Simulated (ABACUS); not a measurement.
# Al (Fm-3m) in ABACUS: a series of runs

One crystal, Al, is run at these levels: PBE; tasks: equation of state.

Everything below comes from runs of ABACUS 3.10.1. Logs are shortened: lines on timing, memory, paths and dates and some standing lists are left out, and cuts for length are marked.

**Measured values to compare with.**

From “The interpretation of polycrystalline coherent inelastic neutron scattering from aluminium”, 2013, pmc:3831299, for a bulk crystal of Al: bulk modulus 76.9 GPa.

The results are compared with them further down.

## Step 1: Starting point

It takes space group Fm-3m (No. 225, cubic). Conventional cell: a = 4.050 Å, b = 4.050 Å, c = 4.050 Å, α = 90.00°, β = 90.00°, γ = 90.00°. Al (site symmetry m-3m) is surrounded by 12 Al at 2.86 Å.

## Step 2: Equation of state, PBE, 15.61 Å³/atom (volume scaled by 0.94)

File INPUT:

```
INPUT_PARAMETERS
suffix              Al
calculation         scf
basis_type          lcao
pseudo_dir          ./
orbital_dir         ./
symmetry            1
dft_functional      pbe
ecutwfc             100
pseudo_rcut         10
nspin               1
nbands              6
ks_solver           genelpa
smearing_method     fd
smearing_sigma      0.00367493
scf_thr             1e-07
scf_nmax            100
mixing_type         broyden
mixing_beta         0.7
cal_force           1
cal_stress          1
out_mul             1
```

File STRU:

```
ATOMIC_SPECIES
Al 26.9815 Al.upf

NUMERICAL_ORBITAL
Al_confined-atom_8au_3s3p2d1f.orb

LATTICE_CONSTANT
1.8897261246

LATTICE_VECTORS
0.0000000000 1.9834708509 1.9834708509
1.9834708509 0.0000000000 1.9834708509
1.9834708509 1.9834708509 0.0000000000

ATOMIC_POSITIONS
Direct

Al
0.0
1
0.0000000000 0.0000000000 0.0000000000 1 1 1
```

File KPT:

```
K_POINTS
0
Gamma
11 11 11 0 0 0
```

Potentials or basis: PseudoDojo NC SR 0.4.1 PBE standard, TZDP LCAO (the cutoffs set its grid).

On the command line:

```
> OMP_NUM_THREADS=1 mpirun -np 4 abacus > log
```

running log:

```text
ABACUS v3.10.1

               Atomic-orbital Based Ab-initio Computation at UStc

 ------------------------------------------------------------------------------------

 READING GENERAL INFORMATION
                           global_out_dir = OUT.Al/
                           global_in_card = INPUT
                               pseudo_dir = ./
                              orbital_dir = ./
                                    DSIZE = 4
                                    GSIZE = 1

 READING UNITCELL INFORMATION
                                    ntype = 1
                  lattice constant (Bohr) = 1.88973
              lattice constant (Angstrom) = 1

 READING ATOM TYPE 1
                               atom label = Al
                      L=0, number of zeta = 3
                      L=1, number of zeta = 3
                      L=2, number of zeta = 2
                      L=3, number of zeta = 1
             number of atom for this type = 1

                        TOTAL ATOM NUMBER = 1
DIRECT COORDINATES
    atom                   x                   y                   z     mag                  vx                  vy                  vz
taud_Al1            0.0000000000        0.0000000000        0.0000000000  0.0000        0.0000000000        0.0000000000        0.0000000000

                          Volume (Bohr^3) = 105.318
                             Volume (A^3) = 15.6066

 Lattice vectors: (Cartesian coordinate: in unit of a_0)
                   +0            +1.98347            +1.98347
             +1.98347                  +0            +1.98347
             +1.98347            +1.98347                  +0
 Reciprocal vectors: (Cartesian coordinate: in unit of 2 pi/a_0)
            -0.252083           +0.252083           +0.252083
            +0.252083           -0.252083           +0.252083
            +0.252083           +0.252083           -0.252083
 The esolver type has been set to : ksdft_lcao

                PAO radial cut off (Bohr) = 10

 Read in pseudopotential file is Al.upf
                     pseudopotential type = NC
          exchange-correlation functional = PBE
                 nonlocal core correction = 1
                        valence electrons = 3
                                     lmax = 2
                           number of zeta = 2
                     number of projectors = 6
                           L of projector = 0
                           L of projector = 0
                           L of projector = 1
                           L of projector = 1
                           L of projector = 2
                           L of projector = 2
     initial pseudo atomic orbital number = 4

 SETUP THE ELECTRONS NUMBER
            electron number of element Al = 3
      total electron number of element Al = 3
            AUTOSET number of electrons:  = 3
                           occupied bands = 2
                                   NLOCAL = 29
                                   NBANDS = 6
                                   NBANDS = 6
                                   NLOCAL = 29

 SETUP THE PLANE WAVE BASIS
 energy cutoff for charge/potential (unit:Ry) = 400
            fft grid for charge/potential = [ 36, 36, 36 ]
                        fft grid division = [ 3, 3, 3 ]
        big fft grid for charge/potential = [ 12, 12, 12 ]
                                     nbxx = 432
                                     nrxx = 11664

 SETUP PLANE WAVES FOR CHARGE/POTENTIAL
                    number of plane waves = 14211
                         number of sticks = 769

 PARALLEL PW FOR CHARGE/POTENTIAL
     PROC   COLUMNS(POT)             PW
        1            192           3552
        2            193           3554
        3            192           3551
        4            192           3554
 --------------- sum -------------------
        4            769          14211
                            number of |g| = 186
                                  max |g| = 36.0941
                                  min |g| = 0.190638

----------- Double Check Mixing Parameters Begin ------------
mixing_type: broyden
mixing_beta: 0.7
mixing_gg0: 1
mixing_gg0_min: 0.1
mixing_ndim: 8
----------- Double Check Mixing Parameters End ------------

 LATTICE VECTORS: (CARTESIAN COORDINATE: IN UNIT OF A0)
                   +0            +1.98347            +1.98347
             +1.98347                  +0            +1.98347
             +1.98347            +1.98347                  +0
                       right hand lattice = 1
                                   NORM_A = 2.80505
[... 19 lines left out ...]
                              POINT GROUP = O_h
               POINT GROUP IN SPACE GROUP = O_h

 SETUP K-POINTS
                                    nspin = 1
                   Input type of k points = Monkhorst-Pack(Gamma)
                                   nkstot = 1331
                       right hand lattice = 1
(for reciprocal lattice: )
                             BRAVAIS TYPE = 2
                     BRAVAIS LATTICE NAME = 02. Cubic I (body-centered)
                                    ibrav = 2
                       right hand lattice = 1
(for k-lattice: )
                             BRAVAIS TYPE = 2
                     BRAVAIS LATTICE NAME = 02. Cubic I (body-centered)
                                    ibrav = 2
                       right hand lattice = 1
                        ROTATION MATRICES = 48
                               nkstot_ibz = 56
K-POINTS REDUCTION ACCORDING TO SYMMETRY
     IBZ    DIRECT_X    DIRECT_Y    DIRECT_Z  WEIGHT  ibz2bz
       1  0.00000000  0.00000000  0.00000000  0.0008       0
       2  0.09090909  0.09090909  0.09090909  0.0060       1
       3  0.18181818  0.18181818  0.18181818  0.0060       2
       4  0.27272727  0.27272727  0.27272727  0.0060       3
       5  0.36363636  0.36363636  0.36363636  0.0060       4
       6  0.45454545  0.45454545  0.45454545  0.0060       5
[... 22 lines left out ...]
      29 -0.36363636  0.36363636  0.36363636  0.0180      40
      30 -0.45454545  0.27272727  0.27272727  0.0090      41
[... 26 further k points ...]

                               nkstot now = 56
[... K-POINTS DIRECT COORDINATES: 56 rows ...]

           k-point number in this process = 56
       minimum distributed K point number = 56
[... stars of the k points ...]

[... K-POINTS CARTESIAN COORDINATES: 56 rows ...]

[... K-POINTS DIRECT COORDINATES: 56 rows ...]

 SETUP PLANE WAVES FOR WAVE FUNCTIONS
     energy cutoff for wavefunc (unit:Ry) = 100
              fft grid for wave functions = [ 36, 36, 36 ]
                    number of plane waves = 2637
                         number of sticks = 253

 PARALLEL PW FOR WAVE FUNCTIONS
     PROC   COLUMNS(POT)             PW
        1             63            659
        2             63            659
        3             63            659
        4             64            660
 --------------- sum -------------------
        4            253           2637

 SET NONLOCAL PSEUDOPOTENTIAL PROJECTORS
 max number of nonlocal projetors among all species is 6

 -------------------------------------------
 SELF-CONSISTENT
 -------------------------------------------

 SETUP SEARCHING RADIUS FOR PROGRAM TO SEARCH ADJACENT ATOMS
                  longest orb rcut (Bohr) = 8
   longest nonlocal projector rcut (Bohr) = 1.78
                     search radius (Bohr) = 19.6
              searching radius is (Bohr)) = 19.6
         searching radius unit is (Bohr)) = 1.89
                         PeriodicBoundary = 1
                        Radius(unit:lat0) = 10.4
                                   glayer = [ 6, 6, 6 ]
                             glayer_minus = [ 5, 5, 5 ]

Find the coordinate range of the input atom(unit:lat0).
                                  min_tau = [ -19.8, -19.8, -19.8 ]
                                  max_tau = [ 19.8, 19.8, 19.8 ]
                                BoxNumber = [ 11, 11, 11 ]

 SETUP EXTENDED REAL SPACE GRID FOR GRID INTEGRATION
                          real space grid = [ 36, 36, 36 ]
                 big cell numbers in grid = [ 12, 12, 12 ]
             meshcell numbers in big cell = [ 3, 3, 3 ]
                        extended fft grid = [ 23, 23, 23 ]
                dimension of extened grid = [ 59, 59, 59 ]
                            UnitCellTotal = 125
              Atom number in sub-FFT-grid = 1
    Local orbitals number in sub-FFT-grid = 29
                                ParaV.nnr = 56025
                                 init_chg = atomic

 LCAO ALGORITHM --------------- ION=   1  ELEC=   1--------------------------------

 Density error is 0.0970028820924
----------------------------------------------------------
     Energy           Rydberg                 eV
----------------------------------------------------------
 E_KohnSham     -4.6332840378        -63.0390633663
 E_Harris       -4.6116613641        -62.7448717983
 E_Fermi        0.6284754825         8.5508476158
----------------------------------------------------------
[... 58 lines left out ...]
 Density error is 1.96813007326e-09
----------------------------------------------------------
     Energy           Rydberg                 eV
----------------------------------------------------------
 E_KohnSham     -4.6331058713        -63.0366392870
 E_KS(sigma->0) -4.6329639614        -63.0347085037
 E_Harris       -4.6331058710        -63.0366392834
 E_band         0.8684598070         11.8160018595
 E_one_elec     3.0598733857         41.6317132045
 E_Hartree      0.0078123000         0.1062917940
 E_xc           -2.1960556014        -29.8788693038
 E_Ewald        -5.5044521358        -74.8919134152
 E_entropy(-TS) -0.0002838198        -0.0038615664
 E_descf        0.0000000000         0.0000000000
 E_exx          0.0000000000         0.0000000000
 E_Fermi        0.6267376528         8.5272032293
----------------------------------------------------------

 charge density convergence is achieved
 final etot is -63.036639287 eV
 EFERMI = 8.5272032293 eV

 STATE ENERGY(eV) AND OCCUPATIONS    NSPIN == 1
 1/56 kpoint (Cartesian) = 0.0000 0.0000 0.0000 (449 pws)
       1       -3.00651     0.00150263
       2        21.4677        0.00000
       3        21.4677        0.00000
       4        21.4677        0.00000
       5        23.3423        0.00000
       6        23.3423        0.00000
[... 33 lines left out ...]
 6/56 kpoint (Cartesian) = 0.11458 0.11458 0.11458 (445 pws)
       1        2.69833      0.0120210
       2        5.17802      0.0120210
       3        20.0540        0.00000
       4        20.0540        0.00000
       5        20.8279        0.00000
       6        20.8279        0.00000

[... levels at 50 further k points ...]

 correction force for each atom along direction 1 is 2.16880e-15
 correction force for each atom along direction 2 is -4.40475e-15
 correction force for each atom along direction 3 is 5.19302e-15
------------------------------------------------------------------------------------------
 TOTAL-FORCE (eV/Angstrom)
------------------------------------------------------------------------------------------
                       Al1         0.0000000000         0.0000000000         0.0000000000
------------------------------------------------------------------------------------------

----------------------------------------------------------------
 TOTAL-STRESS (KBAR)
----------------------------------------------------------------
        54.6240120606         0.0000000000        -0.0000000000
        -0.0000000000        54.6240120606        -0.0000000000
        -0.0000000000         0.0000000000        54.6240120606
----------------------------------------------------------------
 TOTAL-PRESSURE: 54.624012 KBAR

 --------------------------------------------
 !FINAL_ETOT_IS -63.0366392869508232 eV
 --------------------------------------------
```

Run time: 7 s. Hardware: 4 MPI ranks of AMD EPYC 7B13 (Zen 3), shared host; peak memory 0.4 GiB.

Results:

```
Free energy            : -63.0366 eV
Pressure               : 5.5 GPa
Band gap on the k mesh : none (metal or under the smearing width)
```

Caveat: the atomic orbitals were generated for these runs and aren't a published set; the basis of atomic orbitals isn't converged, which shifts pressures, moduli and gaps.

## Step 3: Equation of state, PBE, 15.94 Å³/atom (volume scaled by 0.96)

INPUT is that of step 2.

File STRU:

```
ATOMIC_SPECIES
Al 26.9815 Al.upf

NUMERICAL_ORBITAL
Al_confined-atom_8au_3s3p2d1f.orb

LATTICE_CONSTANT
1.8897261246

LATTICE_VECTORS
0.0000000000 1.9974394157 1.9974394157
1.9974394157 0.0000000000 1.9974394157
1.9974394157 1.9974394157 0.0000000000

ATOMIC_POSITIONS
Direct

Al
0.0
1
0.0000000000 0.0000000000 0.0000000000 1 1 1
```

KPT is that of step 2.

Potentials or basis: PseudoDojo NC SR 0.4.1 PBE standard, TZDP LCAO (the cutoffs set its grid).

On the command line:

```
> OMP_NUM_THREADS=1 mpirun -np 4 abacus > log
```

Run time: 6.7 s. Hardware: 4 MPI ranks of AMD EPYC 7B13 (Zen 3), shared host; peak memory 0.4 GiB.

It converged, with:

```yaml
Free_energy: -63.0458 eV
Pressure: 3.4 GPa
Band_gap_on_the_k_mesh: none (metal or under the smearing width)
```

Caveat: the atomic orbitals were generated for these runs and aren't a published set; the basis of atomic orbitals isn't converged, which shifts pressures, moduli and gaps.

## Step 4: Equation of state, PBE, 16.27 Å³/atom (volume scaled by 0.98)

INPUT is that of step 3.

File STRU:

```
ATOMIC_SPECIES
Al 26.9815 Al.upf

NUMERICAL_ORBITAL
Al_confined-atom_8au_3s3p2d1f.orb

LATTICE_CONSTANT
1.8897261246

LATTICE_VECTORS
0.0000000000 2.0112152952 2.0112152952
2.0112152952 0.0000000000 2.0112152952
2.0112152952 2.0112152952 0.0000000000

ATOMIC_POSITIONS
Direct

Al
0.0
1
0.0000000000 0.0000000000 0.0000000000 1 1 1
```

KPT is that of step 3.

On the command line:

```
> OMP_NUM_THREADS=1 mpirun -np 4 abacus > log
```

Wall time 6.5 s (4 MPI ranks of AMD EPYC 7B13 (Zen 3), shared host); peak memory 0.4 GiB.

It converged, with:

- Free energy: -63.0509 eV
- Pressure: 1.6 GPa
- Band gap on the k mesh: none (metal or under the smearing width)

Caveat: the atomic orbitals were generated for these runs and aren't a published set; the basis of atomic orbitals isn't converged, which shifts pressures, moduli and gaps.

## Step 5: Equation of state, PBE, 16.60 Å³/atom

INPUT is that of step 4.

File STRU:

```
ATOMIC_SPECIES
Al 26.9815 Al.upf

NUMERICAL_ORBITAL
Al_confined-atom_8au_3s3p2d1f.orb

LATTICE_CONSTANT
1.8897261246

LATTICE_VECTORS
0.0000000000 2.0248050000 2.0248050000
2.0248050000 0.0000000000 2.0248050000
2.0248050000 2.0248050000 0.0000000000

ATOMIC_POSITIONS
Direct

Al
0.0
1
0.0000000000 0.0000000000 0.0000000000 1 1 1
```

KPT is that of step 4.

On the command line:

```
> OMP_NUM_THREADS=1 mpirun -np 4 abacus > log
```

It took 6.5 s on 4 MPI ranks of AMD EPYC 7B13 (Zen 3), shared host; peak memory 0.4 GiB.

The run converged. Its results:

| Property | Result |
| --- | --- |
| Free energy | -63.0523 eV |
| Pressure | -0.1 GPa |
| Band gap on the k mesh | none (metal or under the smearing width) |

Caveat: the atomic orbitals were generated for these runs and aren't a published set; the basis of atomic orbitals isn't converged, which shifts pressures, moduli and gaps.

## Step 6: Equation of state, PBE, 16.93 Å³/atom (volume scaled by 1.02)

INPUT is that of step 5.

File STRU:

```
ATOMIC_SPECIES
Al 26.9815 Al.upf

NUMERICAL_ORBITAL
Al_confined-atom_8au_3s3p2d1f.orb

LATTICE_CONSTANT
1.8897261246

LATTICE_VECTORS
0.0000000000 2.0382146954 2.0382146954
2.0382146954 0.0000000000 2.0382146954
2.0382146954 2.0382146954 0.0000000000

ATOMIC_POSITIONS
Direct

Al
0.0
1
0.0000000000 0.0000000000 0.0000000000 1 1 1
```

KPT is that of step 5.

Potentials or basis: PseudoDojo NC SR 0.4.1 PBE standard, TZDP LCAO (the cutoffs set its grid).

On the command line:

```
> OMP_NUM_THREADS=1 mpirun -np 4 abacus > log
```

Wall time 6 s (4 MPI ranks of AMD EPYC 7B13 (Zen 3), shared host); peak memory 0.4 GiB.

The run converged. Its results:

| Property | Result |
| --- | --- |
| Free energy | -63.0505 eV |
| Pressure | -1.6 GPa |
| Band gap on the k mesh | none (metal or under the smearing width) |

Caveat: the atomic orbitals were generated for these runs and aren't a published set; the basis of atomic orbitals isn't converged, which shifts pressures, moduli and gaps.

## Step 7: Equation of state, PBE, 17.27 Å³/atom (volume scaled by 1.04)

INPUT is that of step 6.

File STRU:

```
ATOMIC_SPECIES
Al 26.9815 Al.upf

NUMERICAL_ORBITAL
Al_confined-atom_8au_3s3p2d1f.orb

LATTICE_CONSTANT
1.8897261246

LATTICE_VECTORS
0.0000000000 2.0514502267 2.0514502267
2.0514502267 0.0000000000 2.0514502267
2.0514502267 2.0514502267 0.0000000000

ATOMIC_POSITIONS
Direct

Al
0.0
1
0.0000000000 0.0000000000 0.0000000000 1 1 1
```

KPT is that of step 6.

On the command line:

```
> OMP_NUM_THREADS=1 mpirun -np 4 abacus > log
```

Wall time 5.8 s (4 MPI ranks of AMD EPYC 7B13 (Zen 3), shared host); peak memory 0.4 GiB.

It converged, with:

```yaml
Free_energy: -63.0458 eV
Pressure: -2.9 GPa
Band_gap_on_the_k_mesh: none (metal or under the smearing width)
```

Caveat: the atomic orbitals were generated for these runs and aren't a published set; the basis of atomic orbitals isn't converged, which shifts pressures, moduli and gaps.

## Step 8: Equation of state, PBE, 17.60 Å³/atom (volume scaled by 1.06)

INPUT is that of step 7.

File STRU:

```
ATOMIC_SPECIES
Al 26.9815 Al.upf

NUMERICAL_ORBITAL
Al_confined-atom_8au_3s3p2d1f.orb

LATTICE_CONSTANT
1.8897261246

LATTICE_VECTORS
0.0000000000 2.0645171409 2.0645171409
2.0645171409 0.0000000000 2.0645171409
2.0645171409 2.0645171409 0.0000000000

ATOMIC_POSITIONS
Direct

Al
0.0
1
0.0000000000 0.0000000000 0.0000000000 1 1 1
```

KPT is that of step 7.

On the command line:

```
> OMP_NUM_THREADS=1 mpirun -np 4 abacus > log
```

Run time: 5.6 s. Hardware: 4 MPI ranks of AMD EPYC 7B13 (Zen 3), shared host; peak memory 0.4 GiB.

The run converged. Its results:

```
Free energy            : -63.0385 eV
Pressure               : -4.1 GPa
Band gap on the k mesh : none (metal or under the smearing width)
```

Caveat: the atomic orbitals were generated for these runs and aren't a published set; the basis of atomic orbitals isn't converged, which shifts pressures, moduli and gaps.

## Step 9: Equation of state, PBE

Potentials or basis: PseudoDojo NC SR 0.4.1 PBE standard, TZDP LCAO (the cutoffs set its grid).

No new run: the results of the series are fitted here.

Results:

```yaml
Equilibrium_volume: 16.58 Å³/atom
Bulk_modulus: 79 GPa
Pressure_derivative_of_the_bulk_modulus: 4.5
```

Energy against volume, from the lowest point:
```
volume (Å³/atom)  energy (meV/atom)
          15.607              15.71
          15.939               6.56
          16.271               1.46
          16.603               0.00
          16.935               1.81
          17.267               6.54
          17.599              13.88
```

Caveat: the atomic orbitals were generated for these runs and aren't a published set; the basis of atomic orbitals isn't converged, which shifts pressures, moduli and gaps.

## Step 10: Comparison with measurements

Step 9. Measured bulk modulus of Al: 76.9 GPa (quoted in “The interpretation of polycrystalline coherent inelastic neutron scattering from aluminium”, 2013, pmc:3831299). This calculation gives 79 GPa (+2.8 %). The fit is for a static lattice scaled at fixed shape and fixed fractional positions.
